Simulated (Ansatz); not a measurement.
# Ge: the cost of one run

Program: Ansatz 0.2.0. Level of theory: DFT PBEsol, scalar-relativistic, plane waves, PAW. These are calculated values, not measurements.

2 further runs of the same task are left out: 2 set aside as unsound or not needed.

## (1) The starting structure

Symmetry: I4_1/amd, No. 141, tetragonal system. Conventional cell: a = 5.126 Å, b = 5.126 Å, c = 2.793 Å, α = 90.00°, β = 90.00°, γ = 90.00°. Around Ge (site symmetry -4m2) lie 6 Ge at 2.66 to 2.79 Å.

Coordinates:

```xyz
2
Lattice="-2.5630 2.5630 1.3967 2.5630 -2.5630 1.3967 2.5630 2.5630 -1.3967" Properties=species:S:1:pos:R:3 pbc="T T T"
Ge    2.5630    0.0000    0.6983
Ge    0.0000    0.0000    1.3967
```

It goes back to an entry of the Materials Project, which need not be the stable form.

It is the result of an earlier relaxation at this level (volume 18.35 Å³/atom; gap on the mesh: none (metal)).

## (2) Zero of the scan

Input file input.yaml:

```yaml
crystal:
  lattice:
    - [-2.5630127546, 2.5630127546, 1.396662273]
    - [2.5630127546, -2.5630127546, 1.396662273]
    - [2.5630127546, 2.5630127546, -1.396662273]
  atoms:
    - { symbol: Ge, position: [0.25, 0.75, 0.5] }
    - { symbol: Ge, position: [0.5, 0.5, 0.0] }
basis:
  ecutwfc: 420
kpoints:
  mp_grid: { grid: [24, 24, 24] }
hamiltonian:
  xc: pbesol
scf:
  occupations: { method: gaussian, width: 0.15 }
output:
  forces: true
  stress: true
  eigenvalues: true
```

Launch:

```
$ ansatz run input.yaml --threads 2 --pin off --max-ram 5120MiB --backend cpu --events-out ev --progress --plain --runs-dir out
```

Q: Estimate wall time and peak memory on 2 threads of Intel Xeon Platinum 8488C (Sapphire Rapids), shared host.

About 19 s, with a peak of 0.85 GiB.
